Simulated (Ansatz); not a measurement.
Al2Cu: band structure with PBEsol

Crystal: Al2Cu.

```
Cu Al
1.0
     4.10518    0.00000    0.00000
     0.00000    4.10518    0.00000
     0.00000    0.00000    2.89131
Cu Al
1 2
Direct
  0.00000 0.00000 0.00000
  0.00000 0.50000 0.50000
  0.50000 0.00000 0.50000
```

The cell comes from a database or a generator and needn't be the stable form of this composition.

```yaml
Program: Ansatz 0.2.0
Task: band structure
Functional: PBEsol
Potentials_or_basis: all-electron LAPW, non-relativistic
Cutoff: 232 eV (chosen from the basis error)
Basis_error_allowed: 0.002 eV/atom
k_mesh: 7 × 7 × 9
Occupations: fermi-dirac, width 0.05 eV
Spin: no spin polarisation
```

- Pressure: -1.1 GPa
- Band gap along the path: none (metal or under the smearing width)

Stress tensor (GPa, compression positive):
```
-0.56  0.00  0.00
 0.00 -0.56  0.00
 0.00  0.00 -2.19
```

Levels at the corners of the path, in eV from the Fermi level:
| point | band 18 | band 19 | band 20 | band 21 | band 22 | band 23 | band 24 | band 25 |
| --- | --- | --- | --- | --- | --- | --- | --- | --- |
| Γ | -4.16 | -2.38 | -2.38 | -0.11 | 0.96 | 5.93 | 6.15 | 6.15 |
| X | -4.19 | -4.15 | -1.07 | 1.53 | 1.73 | 1.96 | 7.33 | 8.34 |
| M | -4.27 | -4.18 | -4.18 | -2.48 | 8.51 | 8.51 | 9.28 | 9.81 |
| Γ | -4.16 | -2.38 | -2.38 | -0.11 | 0.96 | 5.93 | 6.15 | 6.15 |
| Z | -4.16 | -3.09 | 2.47 | 2.48 | 2.48 | 2.75 | 2.75 | 3.12 |
| R | -4.20 | -3.06 | -2.48 | -1.74 | 3.63 | 4.00 | 4.29 | 4.95 |
| A | -3.51 | -2.27 | -2.27 | -0.91 | -0.71 | -0.10 | -0.10 | 2.36 |
| Z | -4.16 | -3.09 | 2.47 | 2.48 | 2.48 | 2.75 | 2.75 | 3.12 |

Wall time 10 s on 2 threads of Arm Neoverse V2, on a shared host, peak memory 0.34 GiB.
